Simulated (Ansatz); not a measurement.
## Convergence of MgO

```
CELL_PARAMETERS angstrom
0.00000 2.13515 2.13515
2.13515 0.00000 2.13515
2.13515 2.13515 0.00000
ATOMIC_POSITIONS crystal
Mg 0.00000 0.00000 0.00000
O 0.50000 0.50000 0.50000
```

Atom numbers follow the list: Mg1, O2.

The structure is an experimental refinement, used without relaxation. It was measured hot, at 1305 K.

Level of theory: DFT, PBE, all-electron LAPW, scalar-relativistic (Ansatz 0.2.0).

The runs use a Γ-centred 11×11×11 k mesh, Fermi–Dirac smearing of 0.01 eV, basis error target 1 meV/atom, no spin polarisation. One setting is then changed at a time.

| k mesh | free energy less the base's (meV/atom) | P (GPa) | gap on the mesh (eV) | cutoff chosen (eV) |
| --- | --- | --- | --- | --- |
| 11×11×11 (base) | 0.0 | -1.63 | 4.348 | 304 |
| 3×3×3 | 44.5 | -1.23 | 4.305 | 304 |
| 6×6×6 | 0.2 | -1.63 | 4.348 | 304 |
| 8×8×8 | 0.0 | -1.63 | 4.348 | 304 |
| 15×15×15 | 0.0 | -1.63 | 4.348 | 304 |
